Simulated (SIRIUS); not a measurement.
Runs of SIRIUS 7.12.0 on Pd. The structure is cubic, space group Fm-3m (No. 225). Conventional cell: a = 3.893 Å, b = 3.893 Å, c = 3.893 Å, α = 90.00°, β = 90.00°, γ = 90.00°. Pd (site symmetry m-3m) is surrounded by 12 Pd at 2.75 Å. 

```tsv
level	V0 of scaled cells (Å³/atom)	B0 (GPa)
PBEsol	14.50	207
PW91	15.29	(c)
AM05	(b)	207
PBE	15.28	163
LDA	(a)	236
```

Alike in all rows: task equation of state; potentials or basis all-electron FP-LAPW, apw+lo standard; no spin polarisation; cell as given; k mesh 12 × 12 × 12; cutoff (eV) 169; smearing fermi-dirac 0.05 eV.

Task: Estimate the missing entries.

Result: (a) 14.11; (b) 14.44; (c) 164.

Caveats: the basis cutoff falls short for Ag, Pd and Pb here, so volumes come out up to a per cent or two small and moduli rough.
